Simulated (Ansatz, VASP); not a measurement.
Pd in VASP and in Ansatz

File INCAR:

```
ALGO = Normal
EDIFF = 1E-8
ENCUT = 520
GGA = PS
ISIF = 2
ISMEAR = -1
LASPH = T
LCHARG = F
LEFG = T
LREAL = F
LWAVE = F
NBANDS = 11
NELM = 60
PREC = Accurate
SIGMA = 0.05
```

KPOINTS

```
k-points
0
Gamma
  18 18 18
```

POSCAR

```
Pd
1.0
    0.0000000000      1.9449000000      1.9837980000
    1.9449000000      0.0000000000      1.9837980000
    1.9449000000      1.9449000000      0.0000000000
Pd
1
Direct
    0.0000000000      0.0000000000      0.0000000000
```

Input for Ansatz:

```yaml
crystal:
  lattice:
    - [0.0, 1.9449, 1.983798]
    - [1.9449, 0.0, 1.983798]
    - [1.9449, 1.9449, 0.0]
  atoms:
    - { symbol: Pd, position: [0.0, 0.0, 0.0] }
kpoints:
  mp_grid: { grid: [18, 18, 18] }
scf:
  occupations: { method: fermi_dirac, width: 0.05 }
hamiltonian:
  xc: pbesol
  pseudopotentials: { kind: paw }
output:
  forces: true
  stress: true
  eigenvalues: true
  efg: { contact_densities: true }
```

Change from the starting cell: zz strain of +2 %, PAW files.

Alike in both runs: task electric field gradients; functional PBEsol; k mesh 18 × 18 × 18; occupations fermi-dirac, width 0.05 eV; no spin polarisation.

```csv
,VASP,Ansatz
version,VASP 6.6.1,Ansatz 0.2.0
potentials or method,"VASP PAW PBE potentials, release 64 (Pd)","PAW with Ansatz's default frozen-core files, scalar-relativistic"
plane-wave cutoff (eV),520,420
valence electrons in the cell,10,18
```

Ansatz gave:

- pressure (GPa): -5.8
- largest component of the traceless stress (GPa): 0.81
- Vzz of the field gradient on the site that differs most (V/Å²): -3.4

Q: What did VASP give for the same quantities?

A: Pressure (GPa): -6.1; largest component of the traceless stress (GPa): 0.81; Vzz of the field gradient on the site that differs most (V/Å²): -2.2.

The two sets of potentials don't hold the same shells in valence. Ansatz warned: «gradients_without_spin_orbit».

Caveats: the PAW data sets were made with another functional, which shifts forces and pressure a little (VASP).
